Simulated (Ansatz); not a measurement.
**Lattice dynamics at Γ of BaS (h-MgO type)**

Perturbation theory with PBEsol in Ansatz 0.2.0 on the PBEsol cell, ground state and force constants on a 6×6×4 mesh. (Calculated; spin-unpolarised; the phase may be known or hypothetical.)

The symmetry is P6_3/mmc (No. 194, hexagonal); a = 5.310 Å, c = 6.290 Å in the conventional setting, 38.40 Å³ an atom. Around Ba lie 5 S at 3.07–3.15 Å; around S lie 5 Ba at 3.07–3.15 Å.

```cif
data_structure
_symmetry_space_group_name_H-M 'P6_3/mmc'
_symmetry_Int_Tables_number 194
_cell_length_a 5.3101
_cell_length_b 5.3101
_cell_length_c 6.2903
_cell_angle_alpha 90.000
_cell_angle_beta 90.000
_cell_angle_gamma 120.000
_cell_volume 153.60
loop_
_atom_site_label
_atom_site_type_symbol
_atom_site_symmetry_multiplicity
_atom_site_Wyckoff_symbol
_atom_site_fract_x
_atom_site_fract_y
_atom_site_fract_z
_atom_site_occupancy
Ba1 Ba 2 c 0.33333 0.66667 0.25000 1
S1 S 2 d 0.66667 0.33333 0.25000 1
```

Optical modes without the longitudinal term:
```tsv
ω (cm⁻¹)	degeneracy	IR intensity, summed over the level ((D/Å)²/amu)
63	2	0.00
99	1	0.00
151	1	12.45
171	1	0.00
181	2	0.00
183	2	16.36
```

All optical modes at Γ are real, from 63 to 183 cm⁻¹ without the longitudinal term; this says nothing of other wave vectors. With the long-range field the highest mode reaches 252 cm⁻¹. By the program's warning the force constants, and with them frequencies and ε⁰, aren't converged on this mesh. Of the real levels 2 are infrared active, the strongest at 183 cm⁻¹.

The clamped-ion dielectric constant comes out as 3.79 along x and y, 4.30 along z. With the ions relaxed, ε⁰ is 7.2 along x and y, 11.9 along z. Born charges, averaged over directions: Ba +2.31, S -2.31 e.

For comparison, on the r2SCAN cell the mean ε∞ is 3.59 with r2SCAN (ground state on 6×6×4; least gap 2.90 eV), 3.82 with PBE (ground state on 6×6×4; least gap 2.56 eV).

Spin-orbit coupling is left out.
